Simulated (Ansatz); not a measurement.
# 64-atom supercell of zincblende ZnSe

Aim: the perfect cell at several levels of theory (PBEsol, HSE06 and r²SCAN), as the reference that defects and stacks are counted from.

All numbers are computed with Ansatz 0.2.0 (PAW, plane waves).

## Step 1: The starting cell

64 atoms (32 Zn, 32 Se); a = 11.267 Å, b = 11.267 Å, c = 11.267 Å, α = 90.00°, β = 90.00°, γ = 90.00°.

Plan of the steps: (2) PBEsol single point at the single k point (¼, ¼, ¼), on 1 × NVIDIA GB300 Max-Q with 8 threads of Arm Neoverse-V2; (3) HSE06 single point at the single k point (¼, ¼, ¼), on 1 × NVIDIA GB300 Max-Q with 8 threads of Arm Neoverse-V2; (4) r²SCAN single point at the single k point (¼, ¼, ¼), on 1 × NVIDIA GB300 Max-Q with 8 threads of Arm Neoverse-V2.

## Step 2: Single point with PBEsol

Contents of in.yaml:

```yaml
crystal:
  lattice:
    - [11.266746, 0.000000, 0.000000]
    - [0.000000, 11.266746, 0.000000]
    - [0.000000, 0.000000, 11.266746]
  atoms:
    - { symbol: Zn, position: [0.000000, 0.000000, 0.000000] }
    - { symbol: Zn, position: [0.000000, 0.000000, 0.500000] }
    - { symbol: Zn, position: [0.000000, 0.500000, 0.000000] }
    - { symbol: Zn, position: [0.000000, 0.500000, 0.500000] }
    - { symbol: Zn, position: [0.500000, 0.000000, 0.000000] }
    - { symbol: Zn, position: [0.500000, 0.000000, 0.500000] }
    - { symbol: Zn, position: [0.500000, 0.500000, 0.000000] }
    - { symbol: Zn, position: [0.500000, 0.500000, 0.500000] }
    - { symbol: Zn, position: [0.250000, 0.250000, 0.000000] }
    - { symbol: Zn, position: [0.250000, 0.250000, 0.500000] }
    - { symbol: Zn, position: [0.250000, 0.750000, 0.000000] }
    - { symbol: Zn, position: [0.250000, 0.750000, 0.500000] }
    - { symbol: Zn, position: [0.750000, 0.250000, 0.000000] }
    - { symbol: Zn, position: [0.750000, 0.250000, 0.500000] }
    - { symbol: Zn, position: [0.750000, 0.750000, 0.000000] }
    - { symbol: Zn, position: [0.750000, 0.750000, 0.500000] }
    - { symbol: Zn, position: [0.250000, 0.000000, 0.250000] }
    - { symbol: Zn, position: [0.250000, 0.000000, 0.750000] }
    - { symbol: Zn, position: [0.250000, 0.500000, 0.250000] }
    - { symbol: Zn, position: [0.250000, 0.500000, 0.750000] }
    - { symbol: Zn, position: [0.750000, 0.000000, 0.250000] }
    - { symbol: Zn, position: [0.750000, 0.000000, 0.750000] }
    - { symbol: Zn, position: [0.750000, 0.500000, 0.250000] }
    - { symbol: Zn, position: [0.750000, 0.500000, 0.750000] }
    - { symbol: Zn, position: [0.000000, 0.250000, 0.250000] }
    - { symbol: Zn, position: [0.000000, 0.250000, 0.750000] }
    - { symbol: Zn, position: [0.000000, 0.750000, 0.250000] }
    - { symbol: Zn, position: [0.000000, 0.750000, 0.750000] }
    - { symbol: Zn, position: [0.500000, 0.250000, 0.250000] }
    - { symbol: Zn, position: [0.500000, 0.250000, 0.750000] }
    - { symbol: Zn, position: [0.500000, 0.750000, 0.250000] }
    - { symbol: Zn, position: [0.500000, 0.750000, 0.750000] }
    - { symbol: Se, position: [0.125000, 0.125000, 0.125000] }
    - { symbol: Se, position: [0.125000, 0.125000, 0.625000] }
    - { symbol: Se, position: [0.125000, 0.625000, 0.125000] }
    - { symbol: Se, position: [0.125000, 0.625000, 0.625000] }
    - { symbol: Se, position: [0.625000, 0.125000, 0.125000] }
    - { symbol: Se, position: [0.625000, 0.125000, 0.625000] }
    - { symbol: Se, position: [0.625000, 0.625000, 0.125000] }
    - { symbol: Se, position: [0.625000, 0.625000, 0.625000] }
    - { symbol: Se, position: [0.375000, 0.375000, 0.125000] }
    - { symbol: Se, position: [0.375000, 0.375000, 0.625000] }
    - { symbol: Se, position: [0.375000, 0.875000, 0.125000] }
    - { symbol: Se, position: [0.375000, 0.875000, 0.625000] }
    - { symbol: Se, position: [0.875000, 0.375000, 0.125000] }
    - { symbol: Se, position: [0.875000, 0.375000, 0.625000] }
    - { symbol: Se, position: [0.875000, 0.875000, 0.125000] }
    - { symbol: Se, position: [0.875000, 0.875000, 0.625000] }
    - { symbol: Se, position: [0.375000, 0.125000, 0.375000] }
    - { symbol: Se, position: [0.375000, 0.125000, 0.875000] }
    - { symbol: Se, position: [0.375000, 0.625000, 0.375000] }
    - { symbol: Se, position: [0.375000, 0.625000, 0.875000] }
    - { symbol: Se, position: [0.875000, 0.125000, 0.375000] }
    - { symbol: Se, position: [0.875000, 0.125000, 0.875000] }
    - { symbol: Se, position: [0.875000, 0.625000, 0.375000] }
    - { symbol: Se, position: [0.875000, 0.625000, 0.875000] }
    - { symbol: Se, position: [0.125000, 0.375000, 0.375000] }
    - { symbol: Se, position: [0.125000, 0.375000, 0.875000] }
    - { symbol: Se, position: [0.125000, 0.875000, 0.375000] }
    - { symbol: Se, position: [0.125000, 0.875000, 0.875000] }
    - { symbol: Se, position: [0.625000, 0.375000, 0.375000] }
    - { symbol: Se, position: [0.625000, 0.375000, 0.875000] }
    - { symbol: Se, position: [0.625000, 0.875000, 0.375000] }
    - { symbol: Se, position: [0.625000, 0.875000, 0.875000] }
  symmetry: { detect: false }
kpoints:
  mp_grid: { grid: [1, 1, 1], shift: [0.25, 0.25, 0.25] }
hamiltonian:
  xc: pbesol
scf:
  occupations: { method: fermi_dirac, width: 0.01 }
output:
  forces: true
  eigenvalues: true
  stress: true
  populations: true
  eigenstates: { kpoints: [[0.25, 0.25, 0.25]], e_range: [-6.0, 6.0], localisation: true }
```

## Step 3: HSE06 single point

in.yaml, as its differences from that of step 2:

```diff
@@ -74,3 +74,3 @@
 hamiltonian:
-  xc: pbesol
+  xc: hse06
 scf:
@@ -80,3 +80,2 @@
   eigenvalues: true
-  stress: true
   populations: true
```

## Step 4: r²SCAN single point

in.yaml, as its differences from that of step 3:

```diff
@@ -74,3 +74,3 @@
 hamiltonian:
-  xc: hse06
+  xc: r2scan
 scf:
```

Before running it: what results should come out? Wanted: for each run, top filled to lowest empty; energy; pressure.

**Answer**, as computed:

| level | time | top filled to lowest empty (eV) | energy (eV/atom) | pressure (GPa) |
| --- | --- | --- | --- | --- |
| PBEsol | 25 s (GPU) | 2.40 | -4353.2274 | 0.01 |
| HSE06 | 1.8 min (GPU) | 3.62 | -4395.5856 | - |
| r²SCAN | 26 s (GPU) | 3.02 | -4402.7481 | - |

At the same k points, PBEsol gives a spacing 1.21 eV smaller and r²SCAN gives a spacing 0.60 eV smaller than the 3.62 eV of HSE06. Exact exchange costs time: HSE06 ran about 4.3 times as long as PBEsol on the same kind of device. No spin–orbit coupling is included; with elements this heavy it would shift the edges. With one k point the spacing samples only the states that fold onto it, so it can exceed the gap over the zone.
